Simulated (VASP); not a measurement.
# InAs: single point with PBE

**Experimental background.**

From a printed reference work, data compilation, for a bulk crystal of InAs at 4.2 K: band gap 0.418 eV (direct).

InAs:

```
In As
1.0
     0.00000    3.09338    3.09338
     3.09338    0.00000    3.09338
     3.09338    3.09338    0.00000
In As
1 1
Direct
  0.00000 0.00000 0.00000
  0.75000 0.75000 0.75000
```

```json
{
  "Program": "VASP 6.6.1",
  "Task": "single point",
  "Functional": "PBE",
  "Potentials or basis": "VASP PAW PBE potentials, release 64 (In_d, As)",
  "Cutoff": "520 eV",
  "k mesh": "12 × 12 × 12",
  "Occupations": "gaussian, width 0.1 eV",
  "Spin": "no spin polarisation"
}
```

- Pressure: 0.0 GPa
- Band gap on the k mesh: zero (filled and empty bands touch)

Levels at points of the mesh, in eV from the Fermi level:
```csv
k point,band 7,band 8,band 9,band 10,band 11,band 12
"(0.00, 0.00, 0.00)",-0.61,-0.07,-0.07,-0.07,3.81,3.81
"(0.50, 0.00, 0.00)",-5.50,-0.96,-0.96,0.75,4.57,4.57
"(0.50, 0.50, 0.00)",-5.62,-2.17,-2.17,1.59,1.98,8.69
```

It took 64 s on 1 thread of AMD EPYC 9R14 (Zen 4) (shared host), peak memory 0.21 GiB.

Measured gap of InAs: 0.418 eV (direct; 4.2 K; a printed reference work, data compilation). This calculation gives 0.00 eV (-0.42 eV). Spin-orbit coupling on As, In is left out. The value is that of PBE on a finite k mesh, which can miss the band edges, without temperature or zero-point motion. Semilocal functionals fall short of measured gaps as a rule.

Caveat: spin-orbit coupling is left out, which moves the levels of the heavy elements.
